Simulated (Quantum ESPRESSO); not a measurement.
The system is W.

```
CELL_PARAMETERS angstrom
-1.58234 1.58234 1.58234
1.58234 -1.58234 1.58234
1.58234 1.58234 -1.58234
ATOMIC_POSITIONS crystal
W 0.00000 0.00000 0.00000
```

Base run:

```yaml
Program: Quantum ESPRESSO 7.5
Functional: AM05
Potentials_or_basis: PseudoDojo 0.4 FR PBE standard
Cutoff: 1007 eV
Density_cutoff: 4027 eV
k_mesh: 12 × 12 × 12
Occupations: fermi-dirac, width 0.05 eV
Spin: spin-orbit coupling, no magnetisation
```

Its results: band gap on the k mesh none (metal or under the smearing width); pressure -2.3 GPa.

Task: The run is repeated on the same cell with these changes: functional from AM05 to PBE. What comes out?

Result: Band gap on the k mesh none (metal or under the smearing width); pressure 7.1 GPa.

PBE binds less tightly than AM05, so the same cell stands under more pressure.

Caveats: the potentials were made for another functional, which shifts forces and pressure (some runs).

Not every run made on this cell is shown here.
